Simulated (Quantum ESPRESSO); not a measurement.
# Ta in Quantum ESPRESSO: the effect of target pressure

Crystal: Ta.

```xyz
1
Lattice="-1.6513 1.6513 1.6513 1.6513 -1.6513 1.6513 1.6513 1.6513 -1.6513" Properties=species:S:1:pos:R:3 pbc="T T T"
Ta    0.0000    0.0000    0.0000
```

Alike in all runs:

- Program: Quantum ESPRESSO 7.5
- Task: relaxation of cell and atoms
- Functional: PBEsol
- Potentials or basis: GBRV 1.5 PBEsol
- Cutoff: 871 eV
- Density cutoff: 7007 eV
- k mesh: 11 × 11 × 11
- Occupations: fermi-dirac, width 0.05 eV
- Spin: no spin polarisation

Each run relaxes the cell or the atoms first.

```tsv
target pressure	relaxed volume (Å³/atom)
0 GPa	17.61
2 GPa	17.45
5 GPa	?
10 GPa	16.88
20 GPa	16.27
30 GPa	15.76
```

Task: What does the run with target pressure 5 GPa give?

Result: Relaxed volume 17.22 Å³/atom.

Worked out: In Murnaghan's law V^(-B') rises as a straight line in P. The other rows fit best with B' = 3.8, V0 = 17.61 Å³/atom and B0 = 217 GPa, which gives 17.23 Å³/atom at 5 GPa, against the run's 17.22.
